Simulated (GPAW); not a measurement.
Runs of GPAW 26.7.0 on MgSi. Symmetry: P4/mmm, No. 123, tetragonal system. The conventional cell has a = 2.908 Å, b = 2.908 Å, c = 4.103 Å, α = 90.00°, β = 90.00°, γ = 90.00°. Si (site symmetry 4/mmm) has 8 Mg at 2.90 Å and 4 Si at 2.91 Å as nearest neighbours. Mg (site symmetry 4/mmm) has 8 Si at 2.90 Å and 4 Mg at 2.91 Å as nearest neighbours. The cell comes from a database or a generator and needn't be the stable form of this composition.

```tsv
task	level	potentials or basis	cell	k mesh	band path	band points	gap on the mesh (eV)	pressure (GPa)
band structure	PBEsol	PAW data sets generated in the run's folder for this functional, pw	as given	7 × 7 × 5	GXMGZRAZ,XR,MA	100	-	-2.1
band structure	LDA	the program's PAW data sets (release 1.2.1) made for this functional, pw	as given	7 × 7 × 5	GXMGZRAZ,XR,MA	100	-	-3.8
single point	PBEsol	PAW data sets generated in the run's folder for this functional, pw	atoms moved at random, drawn with an rms of 0.05 Å	9 × 9 × 7	-	-	none	-1.2
single point	PBEsol	PAW data sets generated in the run's folder for this functional, pw	as given	9 × 9 × 7	-	-	none	(a)
```

Alike in all rows: no spin polarisation; cutoff (eV) 800; smearing fermi-dirac 0.05 eV.

Q: Estimate the missing entries.

A: (a) -1.4.

A gap of «none» marks a metal or a gap under the smearing width.
